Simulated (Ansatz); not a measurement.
# LiH and its competing phases

Computed with DFT PBE, scalar-relativistic, plane waves, PAW (Ansatz). Settings: cutoff 420 eV, Γ-centred meshes spaced at most about 0.3 Å⁻¹ (2π included), Gaussian smearing. No spin polarisation.

The zero of energy is the elements' standard structures at the same level (H₂ as a molecule); no fitted shifts are applied.

Temperature and zero-point effects are left out. With hydrogen, zero-point motion can shift formation energies by some tens of meV/atom.

The competitors are the elements and 1 reference phase of this chemical system (from databases or known types: LiH), relaxed at the same level; other known phases may be missing.

The candidate was reached from: close-packed anion layers stacked ABCCAA.

```
CELL_PARAMETERS angstrom
2.89444 0.00000 0.00000
-1.44722 2.50666 0.00000
0.00000 0.00000 15.50581
ATOMIC_POSITIONS crystal
Li 0.00000 0.00000 0.11855
Li 0.00000 0.00000 0.27746
Li 0.66667 0.33333 0.44599
Li 0.33333 0.66667 0.61888
Li 0.33333 0.66667 0.78355
Li 0.66667 0.33333 0.94533
H 0.00000 0.00000 0.01050
H 0.33333 0.66667 0.18873
H 0.66667 0.33333 0.33732
H 0.66667 0.33333 0.55029
H 0.00000 0.00000 0.69056
H 0.00000 0.00000 0.85505
```

Task: Is it stable, and against what?

Result: Not the lowest form: another structure of the same formula lies lower. Its formation energy is -0.251 eV/atom. The lowest competing phase at this composition is this:

| phase | space group | source | share of atoms | ΔE_f (eV/atom) |
| --- | --- | --- | --- | --- |
| LiH | Fm-3m (No. 225) | textbook type | 1.0000 | -0.417 |

The candidate lies 166 meV/atom above this phase (165 meV/atom from unrounded values). The candidate matches no cell in the subsets of the Crystallography Open Database and the Materials Project at hand. It is metastable at best. Whether it is a true minimum wasn't tested by phonons.
